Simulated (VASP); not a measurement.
# AlN in VASP: how settings move the PBE single point

Aim: see what changed inputs do to the PBE single point of the known phase of AlN with 4 atoms a cell, under -4.0 % equal strain in all directions.

The COD entry's cell or inner coordinates are ideal or old and differ from later refinements, so a difference from it is no clean test against experiment.

The runs shown are made with VASP 6.6.1. PAW datasets, plane waves. No spin polarisation and no zero-point or thermal motion.

## 1. The system as given

The cell comes from an earlier relaxation with r2SCAN in another program, then strained, with the atoms relaxed again.

Space group P6_3mc (No. 186), hexagonal; a = 2.983 Å, c = 4.780 Å in the conventional setting, 9.21 Å³ an atom. Near Al stand 4 N at 1.81–1.83 Å; near N stand 4 Al at 1.81–1.83 Å.

Coordinates:

```cif
data_structure
_symmetry_space_group_name_H-M 'P 1'
_symmetry_Int_Tables_number 1
_cell_length_a 2.9830
_cell_length_b 2.9830
_cell_length_c 4.7804
_cell_angle_alpha 90.000
_cell_angle_beta 90.000
_cell_angle_gamma 120.000
_cell_volume 36.84
loop_
_atom_site_label
_atom_site_type_symbol
_atom_site_fract_x
_atom_site_fract_y
_atom_site_fract_z
_atom_site_occupancy
Al1 Al 0.33333 0.66667 0.99886 1
Al2 Al 0.66667 0.33333 0.49886 1
N1 N 0.33333 0.66667 0.38114 1
N2 N 0.66667 0.33333 0.88114 1
```

## 2. The reference run

Input file INCAR:

```
ENCUT = 520.000000
SIGMA = 0.020000
EDIFF = 1.00e-07
GGA = PE
PREC = Accurate
IBRION = -1
ISIF = 2
ISMEAR = -1
NBANDS = 16
NELM = 120
NSW = 0
LASPH = .TRUE.
LCHARG = .FALSE.
LWAVE = .FALSE.
LREAL = .FALSE.
```

Input file KPOINTS:

```
KPOINTS created by Atomic Simulation Environment
0
Gamma
12 12 6
0 0 0
```

Input file POSCAR:

```
Al N
 1.0000000000000000
     2.9830480613024712   -0.0000000000288676    0.0000000000000000
    -1.4915240306262356    2.5833954018122935    0.0000000000000000
     0.0000000000000000    0.0000000000000000    4.7804407265000002
 Al  N
   2   2
Cartesian
  0.0000000000166666  1.7222636011985730 -0.0054583780165269
  1.4915240306595685  0.8611318005848527  2.3847619852334723
  0.0000000000166666  1.7222636011985730  1.8220258540865266
  1.4915240306595685  0.8611318005848527  4.2122462173365269
```

A file KPOINTS_OPT adds named points for the levels; it doesn't enter the self-consistent loop.

Potentials: the recommended PBE PAW datasets, 16 valence electrons.

Run with:

```console
> mpirun -np 1 vasp_std
```

The closing lines of the self-consistent loop in OSZICAR:

```text
DAV:  12    -0.291948286746E+02   -0.22224E-05   -0.95048E-06  2784   0.247E-02    0.756E-03
DAV:  13    -0.291948284248E+02    0.24982E-06   -0.22865E-06  2896   0.120E-02    0.459E-03
DAV:  14    -0.291948284487E+02   -0.23931E-07   -0.18679E-07  2472   0.376E-03
   1 F= -.29194828E+02 E0= -.29194828E+02  d E =-.428642E-12
```

It took 40 s on 1 MPI rank of Intel Xeon Platinum 8488C, shared host; peak memory 0.19 GiB.

It gives: energy (σ→0) -29.1948 eV, pressure 36.95 GPa, gap on the mesh 5.09 eV.

## 3. Variant 1

Edit INCAR of step 2 so:

```diff
@@ -15 +15,2 @@
 LREAL = .FALSE.
+ALGO = Conjugate
```

KPOINTS is that of step 2.

POSCAR is that of step 2.

Run with:

```console
> mpirun -np 1 vasp_std
```

Printed to the terminal (iteration lines stand in OSZICAR):

```text
POSCAR found type information on POSCAR AlN
 POSCAR found :  2 types and       4 ions
 LDA part: xc-table for (Slater+PW92), standard interpolation
 POSCAR, INCAR and KPOINTS ok, starting setup
 FFT: planning ... GRIDC
 FFT: planning ... GRID_SOFT
 FFT: planning ... GRID
 WAVECAR not read
 entering main loop
 gam= 0.000 g(H,U,f)=  0.178E+02 0.112E+02 0.414E-09 ort(H,U,f) = 0.000E+00 0.000E+00 0.000E+00
 gam= 0.000 trial= 0.400  step=  0.5088 mean=  0.4000
 gam= 0.028 g(H,U,f)=  0.440E+00 0.360E+00 0.990E-15 ort(H,U,f) =-0.186E+01 0.213E+01 0.482E-14
 gam= 0.028 trial= 0.411  step=  1.1691 mean=  0.4109
 gam= 0.111 g(H,U,f)=  0.862E-01 0.288E-02 0.115E-15 ort(H,U,f) =-0.489E-01 0.362E-01 0.134E-14
 gam= 0.111 trial= 0.487  step=  0.9165 mean=  0.4867
 gam= 0.092 g(H,U,f)=  0.754E-02 0.695E-03 0.317E-17 ort(H,U,f) =-0.339E-02 0.341E-02 0.794E-17
 gam= 0.092 trial= 0.530  step=  0.7953 mean=  0.5297
 gam= 0.094 g(H,U,f)=  0.699E-03 0.747E-04 0.407E-18 ort(H,U,f) = 0.202E-03-0.223E-03 0.100E-17
 gam= 0.094 trial= 0.556  step=  0.7909 mean=  0.5562
 gam= 0.120 g(H,U,f)=  0.865E-04 0.662E-05 0.226E-18 ort(H,U,f) =-0.327E-05 0.605E-05 0.355E-18
 gam= 0.120 trial= 0.580  step=  0.9619 mean=  0.5797
 gam= 0.080 g(H,U,f)=  0.684E-05 0.612E-06 0.272E-19 ort(H,U,f) =-0.638E-06 0.189E-05 0.972E-19
 gam= 0.080 trial= 0.618  step=  0.9608 mean=  0.6179
 gam= 0.074 g(H,U,f)=  0.466E-06 0.863E-07 0.476E-20 ort(H,U,f) = 0.203E-06 0.286E-06 0.149E-19
 gam= 0.074 trial= 0.652  step=  1.0659 mean=  0.6522
 gam= 0.137 g(H,U,f)=  0.625E-07 0.133E-07 0.708E-21 ort(H,U,f) =-0.871E-07 0.334E-07 0.228E-20
 gam= 0.137 trial= 0.694  step=  1.1900 mean=  0.6936
 gam= 0.268 g(H,U,f)=  0.183E-07 0.208E-08 0.487E-23 ort(H,U,f) =-0.116E-07-0.240E-10 0.313E-22
 gam= 0.268 trial= 0.743  step=  0.2823 mean=  0.7432
 final diagonalization occupied
```

OSZICAR:

```text
N       E                     dE             d eps       ncg     rms           ort
DAV:   1     0.406932788124E+02    0.40693E+02   -0.91026E+03  1216   0.982E+02
DAV:   2    -0.314649447110E+02   -0.72158E+02   -0.66900E+02  1216   0.197E+02
DAV:   3    -0.344802958483E+02   -0.30154E+01   -0.30086E+01  1216   0.412E+01
DAV:   4    -0.344966508744E+02   -0.16355E-01   -0.16354E-01  1216   0.338E+00
DAV:   5    -0.344968513505E+02   -0.20048E-03   -0.20048E-03  1216   0.378E-01
SDA:   6    -0.212860544195E+02    0.13211E+02   -0.20048E-03  1216   0.290E+02   0.000E+00
CGA:   7    -0.286821093888E+02   -0.73961E+01   -0.73835E+01  1216   0.800E+00   0.263E+00
CGA:   8    -0.291510233682E+02   -0.46891E+00   -0.47197E+00  1216   0.891E-01  -0.127E-01
CGA:   9    -0.291912003020E+02   -0.40177E-01   -0.40171E-01  1216   0.824E-02   0.223E-04
CGA:  10    -0.291944737694E+02   -0.32735E-02   -0.32764E-02  1216   0.774E-03  -0.213E-04
CGA:  11    -0.291947792628E+02   -0.30549E-03   -0.30516E-03  1216   0.931E-04   0.277E-05
CGA:  12    -0.291948244339E+02   -0.45171E-04   -0.44933E-04  1216   0.745E-05   0.125E-05
CGA:  13    -0.291948281433E+02   -0.37094E-05   -0.36255E-05  1216   0.552E-06   0.489E-06
CGA:  14    -0.291948284459E+02   -0.30264E-06   -0.31372E-06  1216   0.758E-07  -0.537E-07
CGA:  15    -0.291948284837E+02   -0.37805E-07   -0.40709E-07  1216   0.203E-07  -0.117E-07
   1 F= -.29194828E+02 E0= -.29194828E+02  d E =-.339519E-11
```

Parts of OUTCAR:

```text
k-points           NKPTS =     76   k-points in BZ     NKDIM =     76   number of bands    NBANDS=     16

   NELECT =      16.0000    total number of electrons

   dimension x,y,z NGX =    24 NGY =   24 NGZ =   36
   dimension x,y,z NGXF=    48 NGYF=   48 NGZF=   72

  energy-cutoff  :      520.00
  volume of cell :       36.84
      direct lattice vectors                 reciprocal lattice vectors
     2.983048061 -0.000000000  0.000000000     0.335227586  0.193543737  0.000000000
    -1.491524031  2.583395402  0.000000000     0.000000000  0.387087474  0.000000000
     0.000000000  0.000000000  4.780440727     0.000000000  0.000000000  0.209185734

 k-points in reciprocal lattice and weights: KPOINTS created by Atomic Simulation Env
   0.00000000  0.00000000  0.00000000       0.001
   0.08333333 -0.00000000  0.00000000       0.007
   0.16666667  0.00000000  0.00000000       0.007
   0.25000000  0.00000000  0.00000000       0.007
   0.33333333  0.00000000  0.00000000       0.007
   0.41666667  0.00000000  0.00000000       0.007
   0.50000000  0.00000000  0.00000000       0.003
   0.08333333  0.08333333  0.00000000       0.007
[... 68 more k-points ...]

 E-fermi :   7.8366

 k-point     1 :       0.0000    0.0000    0.0000
  band No.  band energies     occupation
      1      -8.5539      2.00000
      2      -5.9981      2.00000
      3       0.8410      2.00000
      4       6.5052      2.00000
      5       6.5052      2.00000
      6       7.1780      2.00000
      7       7.1780      2.00000
      8       7.4338      2.00000
      9      12.7849      0.00000
     10      15.2332      0.00000
     11      19.1033      0.00000
     12      19.5077      0.00000
     13      19.5077      0.00000
     14      21.7518      0.00000
     15      21.8173      0.00000
     16      21.8173      0.00000

 k-point     2 :       0.0833   -0.0000    0.0000
  band No.  band energies     occupation
      1      -8.4516      2.00000
      2      -5.9386      2.00000
      3       0.9572      2.00000
      4       6.0652      2.00000
      5       6.3743      2.00000
      6       6.7771      2.00000
      7       7.1710      2.00000
      8       7.3945      2.00000
      9      13.1766      0.00000
     10      15.6028      0.00000
     11      18.6018      0.00000
     12      18.8094      0.00000
     13      19.7945      0.00000
     14      21.5286      0.00000
     15      21.8476      0.00000
     16      21.8543      0.00000

 k-point     3 :       0.1667    0.0000    0.0000
  band No.  band energies     occupation
      1      -8.1525      2.00000
      2      -5.7746      2.00000
      3       1.2999      2.00000
      4       4.9831      2.00000
      5       5.8799      2.00000
      6       6.0719      2.00000
      7       7.1102      2.00000
      8       7.2535      2.00000
      9      13.9792      0.00000
     10      16.2247      0.00000
     11      17.2216      0.00000
     12      18.1524      0.00000
     13      20.6087      0.00000
     14      20.7451      0.00000
     15      21.0933      0.00000
     16      21.1026      0.00000

[... the tables of k-points 4 to 76 left out ...]

  Total        8.7467273      8.7467273      7.9899495     -0.0000000     -0.0000000      0.0000000
  in kB      380.3970146    380.3970146    347.4845874     -0.0000000     -0.0000000      0.0000000
  external PRESSURE =     369.4262055 kB  Pullay stress =       0.0000000 kB

 POSITION                                       TOTAL-FORCE (eV/Angst)
 -----------------------------------------------------------------------------------
      0.00000      1.72226      4.77498         0.000000     -0.000000     -0.005735
      1.49152      0.86113      2.38476        -0.000000      0.000000     -0.005735
      0.00000      1.72226      1.82203        -0.000000     -0.000000      0.005735
      1.49152      0.86113      4.21225         0.000000     -0.000000      0.005735
 -----------------------------------------------------------------------------------
    total drift:                                0.000000      0.000000     -0.000451

  FREE ENERGIE OF THE ION-ELECTRON SYSTEM (eV)
  ---------------------------------------------------
  free  energy   TOTEN  =       -29.1948284837 eV

  energy  without entropy=      -29.1948284837  energy(sigma->0) =      -29.19482848
```

Wall time 30 s (1 MPI rank of Intel Xeon Platinum 8488C, shared host); peak memory 0.2 GiB.

Changed: ALGO = Conjugate. The run ends normally. Against the reference the energy moves by less than 0.1 meV/atom. These tags change the road and not the goal, and the results agree.

## 4. Variant 2

Edit INCAR of step 2 so:

```diff
@@ -2,3 +2,2 @@
 SIGMA = 0.020000
-EDIFF = 1.00e-07
 GGA = PE
@@ -15 +14,2 @@
 LREAL = .FALSE.
+EDIFF = 1e-09
```

KPOINTS is that of step 2.

POSCAR is that of step 2.

Run with:

```console
> mpirun -np 1 vasp_std
```

Standard output, without the iteration lines:

```text
POSCAR found type information on POSCAR AlN
 POSCAR found :  2 types and       4 ions
 LDA part: xc-table for (Slater+PW92), standard interpolation
 POSCAR, INCAR and KPOINTS ok, starting setup
 FFT: planning ... GRIDC
 FFT: planning ... GRID_SOFT
 FFT: planning ... GRID
 WAVECAR not read
 entering main loop
```

OSZICAR:

```text
N       E                     dE             d eps       ncg     rms          rms(c)
DAV:   1     0.406932788124E+02    0.40693E+02   -0.75579E+03  2432   0.910E+02
DAV:   2    -0.314649447110E+02   -0.72158E+02   -0.66900E+02  3368   0.197E+02
DAV:   3    -0.344802958483E+02   -0.30154E+01   -0.30086E+01  2984   0.412E+01
DAV:   4    -0.344966508744E+02   -0.16355E-01   -0.16354E-01  3024   0.338E+00
DAV:   5    -0.344968513505E+02   -0.20048E-03   -0.20048E-03  3040   0.378E-01    0.132E+01
DAV:   6    -0.292203625560E+02    0.52765E+01   -0.10656E+01  2864   0.245E+01    0.461E+00
DAV:   7    -0.292079907932E+02    0.12372E-01   -0.86136E-01  2776   0.659E+00    0.317E+00
DAV:   8    -0.291982371472E+02    0.97536E-02   -0.52356E-02  2720   0.204E+00    0.432E-01
DAV:   9    -0.291943646430E+02    0.38725E-02   -0.11122E-02  3192   0.790E-01    0.219E-01
DAV:  10    -0.291948947979E+02   -0.53015E-03   -0.17915E-03  2656   0.272E-01    0.117E-01
DAV:  11    -0.291948264522E+02    0.68346E-04   -0.16816E-04  2856   0.101E-01    0.242E-02
DAV:  12    -0.291948286746E+02   -0.22224E-05   -0.95048E-06  2784   0.247E-02    0.756E-03
DAV:  13    -0.291948284248E+02    0.24982E-06   -0.22865E-06  2896   0.120E-02    0.459E-03
DAV:  14    -0.291948284491E+02   -0.24260E-07   -0.19019E-07  2832   0.376E-03    0.162E-03
DAV:  15    -0.291948284848E+02   -0.35750E-07   -0.24809E-08  3184   0.119E-03    0.209E-04
DAV:  16    -0.291948284792E+02    0.55916E-08   -0.96866E-10  1704   0.261E-04    0.118E-04
DAV:  17    -0.291948284819E+02   -0.26434E-08   -0.16559E-10  1472   0.142E-04    0.507E-05
DAV:  18    -0.291948284807E+02    0.11537E-08   -0.14909E-11  1368   0.404E-05    0.188E-05
DAV:  19    -0.291948284804E+02    0.27671E-09   -0.36653E-12  1392   0.164E-05
   1 F= -.29194828E+02 E0= -.29194828E+02  d E =-.429585E-12
```

Parts of OUTCAR:

```text
k-points           NKPTS =     76   k-points in BZ     NKDIM =     76   number of bands    NBANDS=     16

   NELECT =      16.0000    total number of electrons

   dimension x,y,z NGX =    24 NGY =   24 NGZ =   36
   dimension x,y,z NGXF=    48 NGYF=   48 NGZF=   72

  energy-cutoff  :      520.00
  volume of cell :       36.84
      direct lattice vectors                 reciprocal lattice vectors
     2.983048061 -0.000000000  0.000000000     0.335227586  0.193543737  0.000000000
    -1.491524031  2.583395402  0.000000000     0.000000000  0.387087474  0.000000000
     0.000000000  0.000000000  4.780440727     0.000000000  0.000000000  0.209185734

 k-points in reciprocal lattice and weights: KPOINTS created by Atomic Simulation Env
   0.00000000  0.00000000  0.00000000       0.001
   0.08333333 -0.00000000  0.00000000       0.007
   0.16666667  0.00000000  0.00000000       0.007
   0.25000000  0.00000000  0.00000000       0.007
   0.33333333  0.00000000  0.00000000       0.007
   0.41666667  0.00000000  0.00000000       0.007
   0.50000000  0.00000000  0.00000000       0.003
   0.08333333  0.08333333  0.00000000       0.007
[... 68 more k-points ...]

 E-fermi :   7.8798

 k-point     1 :       0.0000    0.0000    0.0000
  band No.  band energies     occupation
      1      -8.5539      2.00000
      2      -5.9982      2.00000
      3       0.8410      2.00000
      4       6.5052      2.00000
      5       6.5052      2.00000
      6       7.1780      2.00000
      7       7.1780      2.00000
      8       7.4338      2.00000
      9      12.7849      0.00000
     10      15.2332      0.00000
     11      19.1033      0.00000
     12      19.5077      0.00000
     13      19.5077      0.00000
     14      21.7518      0.00000
     15      21.8173      0.00000
     16      21.8173      0.00000

 k-point     2 :       0.0833   -0.0000    0.0000
  band No.  band energies     occupation
      1      -8.4516      2.00000
      2      -5.9386      2.00000
      3       0.9572      2.00000
      4       6.0652      2.00000
      5       6.3743      2.00000
      6       6.7771      2.00000
      7       7.1710      2.00000
      8       7.3945      2.00000
      9      13.1765      0.00000
     10      15.6028      0.00000
     11      18.6017      0.00000
     12      18.8094      0.00000
     13      19.7945      0.00000
     14      21.5280      0.00000
     15      21.8424      0.00000
     16      21.8439      0.00000

 k-point     3 :       0.1667    0.0000    0.0000
  band No.  band energies     occupation
      1      -8.1525      2.00000
      2      -5.7747      2.00000
      3       1.2999      2.00000
      4       4.9831      2.00000
      5       5.8799      2.00000
      6       6.0719      2.00000
      7       7.1101      2.00000
      8       7.2535      2.00000
      9      13.9792      0.00000
     10      16.2247      0.00000
     11      17.2216      0.00000
     12      18.1524      0.00000
     13      20.6085      0.00000
     14      20.7451      0.00000
     15      21.0933      0.00000
     16      21.1020      0.00000

[... the tables of k-points 4 to 76 left out ...]

  Total        8.7471151      8.7471151      7.9903761     -0.0000000      0.0000000     -0.0000000
  in kB      380.4138770    380.4138770    347.5031402     -0.0000000      0.0000000     -0.0000000
  external PRESSURE =     369.4436314 kB  Pullay stress =       0.0000000 kB

 POSITION                                       TOTAL-FORCE (eV/Angst)
 -----------------------------------------------------------------------------------
      0.00000      1.72226      4.77498         0.000000      0.000000     -0.005734
      1.49152      0.86113      2.38476        -0.000000     -0.000000     -0.005734
      0.00000      1.72226      1.82203         0.000000     -0.000000      0.005734
      1.49152      0.86113      4.21225         0.000000     -0.000000      0.005734
 -----------------------------------------------------------------------------------
    total drift:                                0.000000      0.000000     -0.000455

  FREE ENERGIE OF THE ION-ELECTRON SYSTEM (eV)
  ---------------------------------------------------
  free  energy   TOTEN  =       -29.1948284804 eV

  energy  without entropy=      -29.1948284804  energy(sigma->0) =      -29.19482848
```

Wall time 43 s (1 MPI rank of Intel Xeon Platinum 8488C, shared host); peak memory 0.17 GiB.

Changed: EDIFF = 1e-09. The run ends normally. Against the reference the energy moves by less than 0.1 meV/atom.

[end of part 1 of 2]
